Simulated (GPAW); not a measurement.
Runs of GPAW 26.7.0 on CdSe. The structure is cubic, space group F-43m (No. 216). The conventional cell has a = 6.141 Å, b = 6.141 Å, c = 6.141 Å, α = 90.00°, β = 90.00°, γ = 90.00°. Cd (site symmetry -43m) has 4 Se at 2.66 Å as nearest neighbours. Se (site symmetry -43m) is surrounded by 4 Cd at 2.66 Å. Measurements of this composition are mostly on another form, of space group No. 186.

| task | level | potentials or basis | cell | k mesh | cutoff (eV) | smearing | eigensolver | band path | band points | optimizer | fmax | grid spacing | gap on the mesh (eV) | pressure (GPa) |
| --- | --- | --- | --- | --- | --- | --- | --- | --- | --- | --- | --- | --- | --- | --- |
| band structure | BLYP | PAW data sets generated in the run's folder for this functional, pw | as given | 8 × 8 × 8 | 600 | fermi-dirac 0.05 eV | davidson | GXWKGLUWLK,UX | 80 | - | - | - | 0.47 | 3.8 |
| relaxation of cell and atoms | PBE | GPAW PAW data sets (gpaw-data 1.2.1), pw | relaxed | 8 × 8 × 8 | 600 | fermi-dirac 0.05 eV | - | - | - | BFGS | 0.02 eV/Å | - | (a) | 0.0 |
| band structure | PBE | GPAW PAW data sets (gpaw-data 1.2.1), lcao:dzp | as given | 6 × 6 × 6 | - | fermi-dirac 0.05 eV | - | GXWKGLUWLK,UX | 100 | - | - | 0.2 Å | 0.57 | - |
| single point | PBE | GPAW PAW data sets (gpaw-data 1.2.1), pw | as given | 8 × 8 × 8 | 600 | gaussian 0.011 eV | - | - | - | - | - | - | (b) | 1.1 |

Alike in all rows: no spin polarisation.

Q: Estimate the missing entries.

A: (a) 0.50; (b) 0.54.

Caveats: later steps reuse the first step's grids (some runs); the real-space grid adds noise to forces (some runs); the basis of atomic orbitals isn't converged, which shifts pressures, moduli and gaps (some runs).

A k mesh can miss the band edges, and the runs leave out spin-orbit coupling on Cd, Se.
